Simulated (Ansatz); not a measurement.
Crystal: Y.

```
Y
1.0
     3.64254    0.00000    0.00000
    -1.82127    3.15454    0.00000
     0.00000    0.00000   11.84413
Y
4
Direct
  0.66667 0.33333 0.75000
  0.00000 0.00000 0.50000
  0.33333 0.66667 0.25000
  0.00000 0.00000 0.00000
```

```yaml
Program: Ansatz 0.2.0
Task: single point
Functional: PBE
Potentials_or_basis: Ansatz PAW
Cutoff: "420 eV (not typed: the program's choice for these potentials)"
k_mesh: 8 × 8 × 3
Occupations: fermi-dirac, width 0.05 eV
Spin: no spin polarisation
```

On this cell: pressure -1.7 GPa; largest force under 0.003 eV/Å; band gap on the k mesh none (metal or under the smearing width).

The same run follows on a disturbed copy (atoms moved at random, drawn with an rms of 0.05 Å):

```
CELL_PARAMETERS angstrom
3.64254 0.00000 0.00000
-1.82127 3.15454 0.00000
0.00000 0.00000 11.84413
ATOMIC_POSITIONS crystal
Y 0.67778 0.33328 0.75145
Y 0.99857 0.98937 0.50459
Y 0.34126 0.67218 0.25273
Y 0.99905 0.99244 0.99907
```

Problem. What changes?

Solution. The energy (extrapolated to zero smearing) moves by +1.3 meV/atom; pressure -1.7 GPa; largest force 0.109 eV/Å; band gap on the k mesh none (metal or under the smearing width).

Forces on the atoms (eV/Å):
```
Y   -0.030 -0.032  0.018
Y    0.017  0.043 -0.089
Y   -0.007 -0.045 -0.029
Y    0.020  0.034  0.101
```

Stress tensor (GPa, compression positive):
```
-1.49 -0.03  0.00
-0.03 -1.52  0.00
 0.00  0.00 -2.07
```
